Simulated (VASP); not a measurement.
**Input and output of a VASP PBE single-point calculation on SnTe (strained rocksalt)**

INCAR

```
NBANDS = 17
LWAVE = .FALSE.
PREC = Accurate
LREAL = .FALSE.
EDIFF = 1E-7
SIGMA = 0.02
LCHARG = .FALSE.
GGA = PE
NELM = 120
IBRION = -1
NSW = 0
ISMEAR = -1
ISIF = 2
LASPH = .TRUE.
ENCUT = 520
```

KPOINTS

```
KPOINTS created by Atomic Simulation Environment
0
Gamma
8 8 8
0 0 0
```

KPOINTS_OPT

```
special points
7
Reciprocal
0.0000000000 0.0000000000 0.0000000000 1
0.5000000000 0.0000000000 0.5000000000 1
0.6250000000 0.2500000000 0.6250000000 1
0.3750000000 0.3750000000 0.7500000000 1
0.5000000000 0.5000000000 0.5000000000 1
0.5000000000 0.2500000000 0.7500000000 1
-0.0105790000 -0.0078120000 0.4918620000 1
```

POSCAR

```
Sn Te
 1.0000000000000000
     0.0000000000000000    3.1574370420000002    3.1913990980000002
     3.1574370420000002    0.0000000000000000    3.1913990980000002
     3.1574370420000002    3.1574370420000002    0.0000000000000000
 Sn  Te
   1   1
Cartesian
  0.0000000000000000  0.0000000000000000  0.0000000000000000
  3.1574370419999997  3.1574370419999997  3.1913990979999998
```

VASP ran with the recommended PBE PAW datasets (20 valence electrons in the cell).

Command

```
mpirun -np 1 vasp_std
```

From OUTCAR

```
k-points           NKPTS =     59   k-points in BZ     NKDIM =     59   number of bands    NBANDS=     17

   NELECT =      20.0000    total number of electrons

   dimension x,y,z NGX =    36 NGY =   36 NGZ =   36
   dimension x,y,z NGXF=    72 NGYF=   72 NGZF=   72

  energy-cutoff  :      520.00
  volume of cell :       63.63
      direct lattice vectors                 reciprocal lattice vectors
     0.000000000  3.157437042  3.191399098    -0.158356285  0.158356285  0.156671098
     3.157437042  0.000000000  3.191399098     0.158356285 -0.158356285  0.156671098
     3.157437042  3.157437042  0.000000000     0.158356285  0.158356285 -0.156671098

 k-points in reciprocal lattice and weights: KPOINTS created by Atomic Simulation Env
   0.00000000  0.00000000  0.00000000       0.002
   0.12500000 -0.00000000  0.00000000       0.016
   0.25000000 -0.00000000  0.00000000       0.016
   0.37500000 -0.00000000  0.00000000       0.016
   0.50000000 -0.00000000  0.00000000       0.008
   0.12500000  0.12500000  0.00000000       0.004
   0.25000000  0.12500000  0.00000000       0.016
   0.37500000  0.12500000  0.00000000       0.016
   ...

 E-fermi :   6.7907

 k-point     1 :       0.0000    0.0000    0.0000
  band No.  band energies     occupation
      1     -15.1567      2.00000
      2     -15.1527      2.00000
      3     -15.1508      2.00000
      4     -15.1508      2.00000
      5     -15.1476      2.00000
      6      -5.9331      2.00000
      7       2.0022      2.00000
      8       4.6098      2.00000
      9       4.6098      2.00000
     10       4.7242      2.00000
     11       9.8904      0.00000
     12      10.1453      0.00000
     13      10.1453      0.00000
     14      11.4774      0.00000
     15      11.5531      0.00000
     16      11.5531      0.00000
     17      13.4972      0.00000

 k-point     2 :       0.1250   -0.0000    0.0000
  band No.  band energies     occupation
      1     -15.1572      2.00000
      2     -15.1534      2.00000
      3     -15.1504      2.00000
      4     -15.1500      2.00000
      5     -15.1470      2.00000
      6      -5.8049      2.00000
      7       1.3341      2.00000
      8       4.6390      2.00000
      9       4.7005      2.00000
     10       5.1150      2.00000
     11       9.2585      0.00000
     12       9.4702      0.00000
     13       9.4936      0.00000
     14      11.4710      0.00000
     15      11.8261      0.00000
     16      11.8642      0.00000
     17      14.4217      0.00000

 k-point     3 :       0.2500   -0.0000    0.0000
  band No.  band energies     occupation
      1     -15.1586      2.00000
      2     -15.1553      2.00000
      3     -15.1496      2.00000
      4     -15.1476      2.00000
      5     -15.1450      2.00000
      6      -5.4449      2.00000
      7       0.1046      2.00000
      8       4.7374      2.00000
      9       4.7702      2.00000
     10       5.7822      2.00000
     11       8.2196      0.00000
     12       8.3726      0.00000
     13       8.4221      0.00000
     14      11.8917      0.00000
     15      12.7157      0.00000
     16      12.7276      0.00000
     17      16.3501      0.00000

 k-point     4 :       0.3750   -0.0000    0.0000
  band No.  band energies     occupation
      1     -15.1603      2.00000
      2     -15.1573      2.00000
      3     -15.1489      2.00000
      4     -15.1452      2.00000
      5     -15.1427      2.00000
      6      -4.9639      2.00000
      7      -1.0076      2.00000
      8       4.8900      2.00000
      9       4.8965      2.00000
     10       6.2884      2.00000
     11       7.3915      0.00000
     12       7.5064      0.00000
     13       7.5184      0.00000
     14      13.0917      0.00000
     15      14.0724      0.00000
     16      14.0946      0.00000
     17      16.9592      0.00000

 k-point     5 :       0.5000   -0.0000    0.0000
  band No.  band energies     occupation
      1     -15.1610      2.00000
      2     -15.1581      2.00000
      3     -15.1487      2.00000
      4     -15.1442      2.00000
      5     -15.1417      2.00000
      6      -4.6938      2.00000
      7      -1.5022      2.00000
      8       4.9656      2.00000
      9       4.9941      2.00000
     10       6.7643      1.57909
     11       6.8172      0.42091
     12       7.1224      0.00000
     13       7.1601      0.00000
     14      14.4883      0.00000
     15      15.4413      0.00000
     16      15.5406      0.00000
     17      15.6135      0.00000

 k-point     6 :       0.1250    0.1250    0.0000
  band No.  band energies     occupation
      1     -15.1586      2.00000
      2     -15.1521      2.00000
      3     -15.1494      2.00000
      4     -15.1494      2.00000
      5     -15.1482      2.00000
      6      -5.7666      2.00000
      7       1.3149      2.00000
      8       4.3270      2.00000
      9       4.3270      2.00000
     10       5.7247      2.00000
     11       8.0608      0.00000
     12      10.2179      0.00000
     13      10.2179      0.00000
     14      10.7362      0.00000
     15      12.3734      0.00000
     16      12.3734      0.00000
     17      13.8331      0.00000

 k-point     7 :       0.2500    0.1250    0.0000
  band No.  band energies     occupation
      1     -15.1606      2.00000
      2     -15.1527      2.00000
      3     -15.1485      2.00000
      4     -15.1473      2.00000
      5     -15.1472      2.00000
      6      -5.4885      2.00000
      7       0.4813      2.00000
      8       4.1633      2.00000
      9       4.2938      2.00000
     10       5.8378      2.00000
     11       7.5743      0.00000
     12       9.7139      0.00000
     13       9.7298      0.00000
     14      10.7442      0.00000
     15      13.1059      0.00000
     16      13.2830      0.00000
     17      14.9714      0.00000

 k-point     8 :       0.3750    0.1250    0.0000
  band No.  band energies     occupation
      1     -15.1621      2.00000
      2     -15.1547      2.00000
      3     -15.1480      2.00000
      4     -15.1451      2.00000
      5     -15.1447      2.00000
      6      -5.0445      2.00000
      7      -0.5861      2.00000
      8       4.2135      2.00000
      9       4.3136      2.00000
     10       5.3793      2.00000
     11       7.8467      0.00000
     12       8.7590      0.00000
     13       9.0081      0.00000
     14      11.5015      0.00000
     15      14.2205      0.00000
     16      14.6019      0.00000
     17      16.7135      0.00000

 k-point     9 :       0.5000    0.1250    0.0000
  band No.  band energies     occupation
      1     -15.1624      2.00000
      2     -15.1566      2.00000
      3     -15.1478      2.00000
      4     -15.1438      2.00000
      5     -15.1431      2.00000
      6      -4.6673      2.00000
      7      -1.3105      2.00000
      8       3.9878      2.00000
      9       4.4881      2.00000
     10       5.4979      2.00000
     11       7.8215      0.00000
     12       7.9252      0.00000
     13       8.7847      0.00000
     14      12.9567      0.00000
     15      15.0303      0.00000
     16      15.5987      0.00000
     17      15.8558      0.00000

 k-point    10 :      -0.3750    0.1250    0.0000
  band No.  band energies     occupation
      1     -15.1610      2.00000
      2     -15.1573      2.00000
      3     -15.1484      2.00000
      4     -15.1449      2.00000
      5     -15.1421      2.00000
      6      -4.7483      2.00000
      7      -1.1942      2.00000
      8       3.7007      2.00000
      9       4.8978      2.00000
     10       6.0427      2.00000
     11       7.3925      0.00000
     12       7.4085      0.00000
     13       9.2098      0.00000
     14      13.1269      0.00000
     15      13.9465      0.00000
     16      15.0554      0.00000
     17      16.3873      0.00000

 k-point    11 :      -0.2500    0.1250    0.0000
  band No.  band energies     occupation
      1     -15.1589      2.00000
      2     -15.1566      2.00000
      3     -15.1496      2.00000
      4     -15.1472      2.00000
      5     -15.1429      2.00000
      6      -5.1866      2.00000
      7      -0.3673      2.00000
      8       3.7136      2.00000
      9       5.1389      2.00000
     10       6.4508      2.00000
     11       7.2974      0.00000
     12       7.4841      0.00000
     13       9.7537      0.00000
     14      11.9554      0.00000
     15      12.6699      0.00000
     16      14.6463      0.00000
     17      15.2995      0.00000

 ...

  Total        0.7553952      0.7553952      0.2416429      0.0000000      0.0000000      0.0000000
  in kB       19.0197271     19.0197271      6.0842100      0.0000000      0.0000000      0.0000000
  external PRESSURE =      14.7078881 kB  Pullay stress =       0.0000000 kB

 POSITION                                       TOTAL-FORCE (eV/Angst)
 -----------------------------------------------------------------------------------
      0.00000      0.00000      0.00000        -0.000000      0.000000      0.000000
      3.15744      3.15744      3.19140         0.000000     -0.000000     -0.000000
 -----------------------------------------------------------------------------------
    total drift:                               -0.000000      0.000000      0.000000

  FREE ENERGIE OF THE ION-ELECTRON SYSTEM (eV)
  ---------------------------------------------------
  free  energy   TOTEN  =        -7.5518374813 eV

  energy  without entropy=       -7.5515158807  energy(sigma->0) =       -7.55167668
```

```json
{
  "gap between bands v and c": "0.00 eV",
  "least direct gap": "0.00 eV",
  "pressure": "1.5 GPa"
}
```

Band v is the last that the valence electrons fill when counted band by band, and c is the next.

The run took about 62 s on one core of a shared host (Intel Xeon Platinum 8488C) and held 0.25 GiB at most.
